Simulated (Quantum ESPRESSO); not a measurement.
# C in Quantum ESPRESSO: settings compared

One slab, C, is run at these levels: PBE, PBEsol; tasks: single point.

Program: Quantum ESPRESSO 7.5. These are calculated values, not measurements. Logs are shortened: lines on timing, memory, paths and dates and some standing lists are left out, and cuts for length are marked.

### 1 Starting point

The cell holds a slab with vacuum, 2 atoms: a = 2.456 Å, b = 2.456 Å, c = 8.524 Å, α = 90.00°, β = 90.00°, γ = 120.00°.

### 2 Single point, PBE

Contents of scf.in:

```
&CONTROL
  calculation = 'scf'
  prefix = 'pwscf'
  outdir = './tmp'
  pseudo_dir = './pseudo'
/
&SYSTEM
  ibrav = 0
  nat = 2
  ntyp = 1
  ecutwfc = 82
  nbnd = 9
  occupations = 'smearing'
  smearing = 'fd'
  degauss = 0.00367493
  force_symmorphic = .true.
/
&ELECTRONS
  conv_thr = 4d-10
  electron_maxstep = 120
  mixing_beta = 0.5
/
ATOMIC_SPECIES
C     12.0110 C.upf
CELL_PARAMETERS angstrom
   2.4561701622    0.0000000000    0.0000000000
  -1.2280850811    2.1271057565    0.0000000000
   0.0000000000    0.0000000000    8.5238033600
ATOMIC_POSITIONS crystal
C      0.6666666667    0.3333333333    0.0000000000
C      0.3333333333    0.6666666667    0.0000000000
K_POINTS automatic
12 12 4 0 0 0
```

Contents of nscf.in:

```
&CONTROL
  calculation = 'nscf'
  prefix = 'pwscf'
  outdir = './tmp'
  pseudo_dir = './pseudo'
/
&SYSTEM
  ibrav = 0
  nat = 2
  ntyp = 1
  ecutwfc = 82
  nbnd = 154
  occupations = 'smearing'
  smearing = 'fd'
  degauss = 0.00367493
  force_symmorphic = .true.
/
&ELECTRONS
  conv_thr = 1d-08
  diago_full_acc = .true.
  diago_thr_init = 1d-06
/
ATOMIC_SPECIES
C     12.0110 C.upf
CELL_PARAMETERS angstrom
   2.4561701622    0.0000000000    0.0000000000
  -1.2280850811    2.1271057565    0.0000000000
   0.0000000000    0.0000000000    8.5238033600
ATOMIC_POSITIONS crystal
C      0.6666666667    0.3333333333    0.0000000000
C      0.3333333333    0.6666666667    0.0000000000
K_POINTS automatic
3 3 1 0 0 0
```

Potentials or basis: PseudoDojo 0.4.1 SR PBE standard.

On the command line:

```bash
OMP_NUM_THREADS=1 pw.x -in scf.in > scf.out
OMP_NUM_THREADS=1 pw.x -in nscf.in > nscf.out
```

scf.out:

```text
This program is part of the open-source Quantum ESPRESSO suite
     for quantum simulation of materials; please cite
[... 9 lines left out ...]
     --------------------
     sticks:   dense  smooth     PW     G-vecs:    dense   smooth      PW
     Sum         499     499    151                30231    30231    5073

     Using Slab Decomposition

     bravais-lattice index     =            0
     lattice parameter (alat)  =       4.6415  a.u.
     unit-cell volume          =     300.5229 (a.u.)^3
     number of atoms/cell      =            2
     number of atomic types    =            1
     number of electrons       =         8.00
     number of Kohn-Sham states=            9
     kinetic-energy cutoff     =      82.0000  Ry
     charge density cutoff     =     328.0000  Ry
     scf convergence threshold =      4.0E-10
     mixing beta               =       0.5000
     number of iterations used =            8  plain     mixing
     Exchange-correlation= PBE
                           (   1   4   3   4   0   0   0)

     celldm(1)=   4.641489  celldm(2)=   0.000000  celldm(3)=   0.000000
     celldm(4)=   0.000000  celldm(5)=   0.000000  celldm(6)=   0.000000

     crystal axes: (cart. coord. in units of alat)
               a(1) = (   1.000000   0.000000   0.000000 )
               a(2) = (  -0.500000   0.866025   0.000000 )
               a(3) = (   0.000000   0.000000   3.470364 )

     reciprocal axes: (cart. coord. in units 2 pi/alat)
               b(1) = (  1.000000  0.577350 -0.000000 )
               b(2) = (  0.000000  1.154701  0.000000 )
               b(3) = (  0.000000 -0.000000  0.288154 )

     PseudoPot. # 1 for C  read from file:
     C.upf
     Pseudo is Norm-conserving + core correction, Zval =  4.0
     Generated using ONCVPSP code by D. R. Hamann
     Using radial grid of 1248 points,  4 beta functions with:
                l(1) =   0
                l(2) =   0
                l(3) =   1
                l(4) =   1

     atomic species   valence    mass     pseudopotential
     C                 4.00    12.01100     C ( 1.00)

     24 Sym. Ops., with inversion, found

   Cartesian axes

     site n.     atom                  positions (alat units)
         1        C      tau(   1) = (   0.5000000   0.2886751   0.0000000  )
         2        C      tau(   2) = (  -0.0000000   0.5773503   0.0000000  )

     number of k points=    57  Fermi-Dirac smearing, width (Ry)=  0.0037
                       cart. coord. in units 2pi/alat
        k(    1) = (   0.0000000   0.0000000   0.0000000), wk =   0.0034722
        k(    2) = (   0.0000000   0.0000000   0.0720386), wk =   0.0069444
        k(    3) = (   0.0000000   0.0000000  -0.1440771), wk =   0.0034722
        k(    4) = (   0.0000000   0.0962250   0.0000000), wk =   0.0208333
        k(    5) = (   0.0000000   0.0962250   0.0720386), wk =   0.0416667
        k(    6) = (   0.0000000   0.0962250  -0.1440771), wk =   0.0208333
[... 49 lines left out ...]
        k(   56) = (   0.3333333   0.5773503   0.0720386), wk =   0.0138889
        k(   57) = (   0.3333333   0.5773503  -0.1440771), wk =   0.0069444

     Dense  grid:    30231 G-vectors     FFT dimensions: (  27,  27,  96)

     Initial potential from superposition of free atoms

     starting charge       7.9999, renormalised to       8.0000
     Starting wfcs are    8 randomized atomic wfcs +    1 random wfcs

     Self-consistent Calculation

     iteration #  1     ecut=    82.00 Ry     beta= 0.50
     Davidson diagonalization with overlap
     ethr =  1.00E-02,  avg # of iterations =  6.7

     total energy              =     -24.08556167 Ry
     estimated scf accuracy    <       0.20401628 Ry

     iteration #  2     ecut=    82.00 Ry     beta= 0.50
     Davidson diagonalization with overlap
     ethr =  2.55E-03,  avg # of iterations =  2.4

     total energy              =     -24.09202236 Ry
     estimated scf accuracy    <       0.01847383 Ry

     iteration #  3     ecut=    82.00 Ry     beta= 0.50
     Davidson diagonalization with overlap
     ethr =  2.31E-04,  avg # of iterations =  4.6

     total energy              =     -24.09512619 Ry
     estimated scf accuracy    <       0.00058063 Ry

     iteration #  4     ecut=    82.00 Ry     beta= 0.50
     Davidson diagonalization with overlap
     ethr =  7.26E-06,  avg # of iterations =  6.6

     total energy              =     -24.09516462 Ry
     estimated scf accuracy    <       0.00007408 Ry

     iteration #  5     ecut=    82.00 Ry     beta= 0.50
     Davidson diagonalization with overlap
     ethr =  9.26E-07,  avg # of iterations =  2.5

     total energy              =     -24.09518007 Ry
     estimated scf accuracy    <       0.00000145 Ry

     iteration #  6     ecut=    82.00 Ry     beta= 0.50
     Davidson diagonalization with overlap
     ethr =  1.81E-08,  avg # of iterations =  2.0

     total energy              =     -24.09518036 Ry
     estimated scf accuracy    <       0.00000005 Ry

     iteration #  7     ecut=    82.00 Ry     beta= 0.50
     Davidson diagonalization with overlap
     ethr =  6.85E-10,  avg # of iterations =  2.7

     total energy              =     -24.09518038 Ry
     estimated scf accuracy    <          2.0E-09 Ry

     iteration #  8     ecut=    82.00 Ry     beta= 0.50
     Davidson diagonalization with overlap
     ethr =  2.50E-11,  avg # of iterations =  2.7

     End of self-consistent calculation

          k = 0.0000 0.0000 0.0000 (  3803 PWs)   bands (ev):

   -19.3797  -7.4526  -2.7978  -2.7978   3.2188   5.5243   7.2440   8.7257
     8.7257

          k = 0.0000 0.0000 0.0720 (  3796 PWs)   bands (ev):

   -19.3797  -7.4527  -2.7978  -2.7978   3.4125   4.8437   8.1674   8.7257
     8.7257

          k = 0.0000 0.0000-0.1441 (  3778 PWs)   bands (ev):

   -19.3797  -7.4530  -2.7977  -2.7977   3.9492   4.0082   8.7258   8.7258
     9.2218

          k = 0.0000 0.0962 0.0000 (  3777 PWs)   bands (ev):

   -19.2148  -7.2544  -3.4525  -3.1417   3.4441   5.7444   7.4569   8.8054
     9.4300

          k = 0.0000 0.0962 0.0720 (  3794 PWs)   bands (ev):

   -19.2148  -7.2546  -3.4525  -3.1417   3.6374   5.0656   8.3685   8.8130
     9.4300

          k = 0.0000 0.0962-0.1441 (  3798 PWs)   bands (ev):

   -19.2148  -7.2548  -3.4525  -3.1417   4.1701   4.2348   8.7922   9.4300
     9.4334

          k = 0.0000 0.1925 0.0000 (  3781 PWs)   bands (ev):

   -18.7217  -6.6652  -5.1016  -3.9468   4.1199   6.4005   8.0814   8.8030
     9.7167

          k = 0.0000 0.1925 0.0720 (  3779 PWs)   bands (ev):

   -18.7217  -6.6654  -5.1016  -3.9468   4.3117   5.7293   8.6972   9.0867
     9.7225

          k = 0.0000 0.1925-0.1441 (  3786 PWs)   bands (ev):

   -18.7217  -6.6655  -5.1017  -3.9468   4.8332   4.9130   8.7475   9.6899
    10.0897

          k = 0.0000 0.2887 0.0000 (  3764 PWs)   bands (ev):

   -17.9061  -7.2159  -5.7043  -4.8405   5.2447   7.3170   7.7764   8.4326
     9.2815

          k = 0.0000 0.2887 0.0720 (  3769 PWs)   bands (ev):

   -17.9061  -7.2160  -5.7045  -4.8405   5.4327   6.7988   7.6250   8.4740
    10.1352

          k = 0.0000 0.2887-0.1441 (  3758 PWs)   bands (ev):

   -17.9061  -7.2159  -5.7046  -4.8405   5.9352   6.0283   7.6019   8.4819
    11.1116

          k = 0.0000 0.3849 0.0000 (  3752 PWs)   bands (ev):

   -16.7798  -9.4366  -5.5855  -4.4226   5.2231   6.8112   8.1492   9.0446
    10.7731

          k = 0.0000 0.3849 0.0720 (  3759 PWs)   bands (ev):

   -16.7798  -9.4366  -5.5855  -4.4227   5.2211   6.9982   8.1276   8.4359
    11.6057

          k = 0.0000 0.3849-0.1441 (  3746 PWs)   bands (ev):

   -16.7798  -9.4366  -5.5855  -4.4228   5.2192   7.4512   7.6469   8.1851
    12.5084

          k = 0.0000 0.4811 0.0000 (  3758 PWs)   bands (ev):

   -15.3727 -11.5546  -6.0658  -2.9846   3.0639   7.8968   8.8420  10.9412
    12.7014

          k = 0.0000 0.4811 0.0720 (  3763 PWs)   bands (ev):

   -15.3727 -11.5546  -6.0658  -2.9847   3.0636   7.8977   9.0217  10.3555
    13.4130

          k = 0.0000 0.4811-0.1441 (  3762 PWs)   bands (ev):

   -15.3727 -11.5546  -6.0658  -2.9848   3.0633   7.8986   9.4642   9.6490
    14.0337

          k = 0.0000-0.5774 0.0000 (  3786 PWs)   bands (ev):

   -14.0859 -13.0863  -6.2307  -2.1308   1.9541   7.8213  11.1880  11.3227
    12.8868

          k = 0.0000-0.5774 0.0720 (  3764 PWs)   bands (ev):

   -14.0859 -13.0863  -6.2307  -2.1308   1.9538   7.8213  11.3600  11.4828
    12.5370

          k = 0.0000-0.5774-0.1441 (  3764 PWs)   bands (ev):

   -14.0859 -13.0863  -6.2307  -2.1309   1.9536   7.8213  11.7147  11.8940
    11.9721

          k = 0.0833 0.1443 0.0000 (  3773 PWs)   bands (ev):

   -18.8858  -6.8606  -4.4928  -3.8292   3.8948   6.1831   7.8853   9.1227
    10.2062

          k = 0.0833 0.1443 0.0720 (  3788 PWs)   bands (ev):

   -18.8858  -6.8608  -4.4928  -3.8292   4.0871   5.5089   8.7672   9.1503
    10.2060

          k = 0.0833 0.1443-0.1441 (  3804 PWs)   bands (ev):

   -18.8858  -6.8610  -4.4928  -3.8293   4.6125   4.6873   9.0898  10.2060
    10.3304

          k = 0.0833 0.2406 0.0000 (  3772 PWs)   bands (ev):

   -18.2315  -6.2149  -6.0844  -4.8413   4.7958   7.0479   8.4470   8.7155
     9.3305

          k = 0.0833 0.2406 0.0720 (  3767 PWs)   bands (ev):

   -18.2315  -6.2149  -6.0845  -4.8413   4.9858   6.3898   8.4393   9.2060
     9.7315

          k = 0.0833 0.2406-0.1441 (  3762 PWs)   bands (ev):

   -18.2315  -6.2149  -6.0847  -4.8413   5.4968   5.5886   8.4384   9.2473
    10.6792

          k = 0.0833 0.3368 0.0000 (  3762 PWs)   bands (ev):

   -17.2604  -8.3042  -5.7396  -4.9565   6.1436   6.2504   8.3742   8.9876
    10.1392

          k = 0.0833 0.3368 0.0720 (  3759 PWs)   bands (ev):

   -17.2604  -8.3042  -5.7396  -4.9567   6.2236   6.3560   7.7296   9.0163
    10.9609

          k = 0.0833 0.3368-0.1441 (  3758 PWs)   bands (ev):

   -17.2604  -8.3042  -5.7396  -4.9568   6.2317   6.8166   6.9780   9.0221
    11.8699

          k = 0.0833 0.4330 0.0000 (  3765 PWs)   bands (ev):

   -15.9909 -10.4443  -6.3831  -3.5622   4.0217   7.9251   8.7418  10.0560
    11.8465

          k = 0.0833 0.4330 0.0720 (  3764 PWs)   bands (ev):

   -15.9909 -10.4443  -6.3831  -3.5622   4.0213   8.1029   8.7418   9.4741
    12.5719

          k = 0.0833 0.4330-0.1441 (  3774 PWs)   bands (ev):

   -15.9909 -10.4443  -6.3831  -3.5624   4.0209   8.4935   8.7407   8.8212
    13.2784

          k = 0.0833 0.5292 0.0000 (  3761 PWs)   bands (ev):

   -14.4959 -12.4056  -6.7161  -2.2387   2.2336   8.5614  10.1580  12.0145
    12.7326

          k = 0.0833 0.5292 0.0720 (  3765 PWs)   bands (ev):
[... 66 lines left out ...]
   -13.6637 -12.6799  -8.0540  -1.5261   1.7258  10.3763  11.7837  12.2389
    12.4746

          k = 0.2500 0.4330 0.0000 (  3769 PWs)   bands (ev):

   -15.0688 -10.3295  -8.7893  -2.5134   3.1076   9.2609  10.8002  12.5652
    13.0791

          k = 0.2500 0.4330 0.0720 (  3765 PWs)   bands (ev):

   -15.0688 -10.3295  -8.7893  -2.5135   3.1076   9.4226  10.4727  12.6029
    12.9081

          k = 0.2500 0.4330-0.1441 (  3778 PWs)   bands (ev):

   -15.0688 -10.3295  -8.7893  -2.5136   3.1076   9.8576   9.8930  12.6713
    12.7373

          k = 0.2500 0.5292 0.0000 (  3765 PWs)   bands (ev):

   -13.6323 -11.7662  -9.5018  -1.1124   1.5708  11.2686  11.4056  12.6322
    13.5262

          k = 0.2500 0.5292 0.0720 (  3769 PWs)   bands (ev):

   -13.6323 -11.7662  -9.5018  -1.1125   1.5707  11.1586  11.6456  12.6384
    13.5797

          k = 0.2500 0.5292-0.1441 (  3770 PWs)   bands (ev):

   -13.6323 -11.7662  -9.5018  -1.1126   1.5707  11.1086  11.8890  12.6569
    13.0630

          k = 0.3333 0.5774 0.0000 (  3777 PWs)   bands (ev):

   -12.4023 -12.4023 -10.4193   0.2586   0.2586  10.9532  13.1533  13.1533
    13.6672

          k = 0.3333 0.5774 0.0720 (  3759 PWs)   bands (ev):

   -12.4023 -12.4023 -10.4193   0.2586   0.2586  10.9351  13.2325  13.2325
    13.8097

          k = 0.3333 0.5774-0.1441 (  3756 PWs)   bands (ev):

   -12.4023 -12.4023 -10.4193   0.2585   0.2585  10.9177  13.3286  13.3286
    13.9811

     the Fermi energy is     0.2586 ev

!    total energy              =     -24.09518038 Ry
     estimated scf accuracy    <          3.2E-11 Ry
     smearing contrib. (-TS)   =      -0.00014151 Ry
     internal energy E=F+TS    =     -24.09503887 Ry

     The total energy is F=E-TS. E is the sum of the following terms:
     one-electron contribution =     -71.50526553 Ry
     hartree contribution      =      37.82631111 Ry
     xc contribution           =      -8.59702188 Ry
     ewald contribution        =      18.18093744 Ry

     convergence has been achieved in   8 iterations

=------------------------------------------------------------------------------=
   JOB DONE.
=------------------------------------------------------------------------------=
```

Wall time 36 s (1 thread of Arm Neoverse V2, shared host); peak memory 0.08 GiB.

What came out:

```yaml
Band_gap_on_the_k_mesh_mean-field_level: none (metal or under the smearing width)
```

Caveat: the k mesh is coarse (spacing up to 0.98 Å⁻¹), so the values aren't converged.

### 3 Single point, PBEsol

scf.in is that of step 2.

nscf.in is that of step 2.

Potentials or basis: PseudoDojo 0.4.1 SR PBEsol standard.

On the command line:

```bash
OMP_NUM_THREADS=1 pw.x -in scf.in > scf.out
OMP_NUM_THREADS=1 pw.x -in nscf.in > nscf.out
```

It took 45 s on 1 thread of Intel Xeon Platinum 8259CL at 2.50GHz (Skylake/Cascade Lake), shared host; peak memory 0.08 GiB.

The run converged. Its results:

```yaml
Band_gap_on_the_k_mesh_mean-field_level: none (metal or under the smearing width)
```

Levels at points of the mesh, in eV from the Fermi level:
```csv
k point,band 2,band 3,band 4,band 5,band 6,band 7
"(0.00, 0.00, 0.00)",-7.74,-2.99,-2.99,3.11,5.47,7.04
```

Caveat: the k mesh is coarse (spacing up to 0.98 Å⁻¹), so the values aren't converged.
